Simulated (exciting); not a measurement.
**Equation of state of TaN under PBEsol**

```cif
data_structure
_symmetry_space_group_name_H-M 'Fm-3m'
_symmetry_Int_Tables_number 225
_cell_length_a 4.3580
_cell_length_b 4.3580
_cell_length_c 4.3580
_cell_angle_alpha 90.000
_cell_angle_beta 90.000
_cell_angle_gamma 90.000
_cell_volume 82.77
loop_
_atom_site_label
_atom_site_type_symbol
_atom_site_symmetry_multiplicity
_atom_site_Wyckoff_symbol
_atom_site_fract_x
_atom_site_fract_y
_atom_site_fract_z
_atom_site_occupancy
Ta1 Ta 4 b 0.50000 0.00000 0.00000 1
N1 N 4 a 0.00000 0.00000 0.00000 1
```

The cell was scaled at fixed shape and fractions and run with exciting, all-electron LAPW+lo, shipped species files, valence relativity iora*; PBEsol, k mesh 10 × 10 × 10 on the cell of 2 atoms, fermi-dirac occupations of 0.05 eV, no spin polarisation, no spin-orbit coupling. Energies are those that the program minimises, any entropy of the smearing included. For a metal such a mesh isn't converged to the digits shown.

| V (Å³/atom) | energy over the lowest row (meV/atom) |
| --- | --- |
| 9.7252 | 66.99 |
| 9.9322 | ? |
| 10.1391 | 11.94 |
| 10.3460 | 1.13 |
| 10.5529 | 0.00 |
| 10.7598 | 7.51 |
| 10.9668 | 22.87 |

Question: Fit the third-order Birch-Murnaghan form, give V0, B0 and B′, and predict the energy left open.

Answer: With y = (V0/V)^(2/3), E = E0 + (9 V0 B0/16) [(y - 1)³ B′ + (y - 1)² (6 - 4y)]. Least squares through the rows shown give V0 = 10.4747 Å³/atom, E0 = -0.65 meV, B0 = 353.9 GPa (1 eV/Å³ = 160.218 GPa) and B′ = 4.37, with a largest miss of 0.01 meV. At V = 9.9322 the form with these constants gives 33.48 meV; the run gave 33.43 meV an atom.
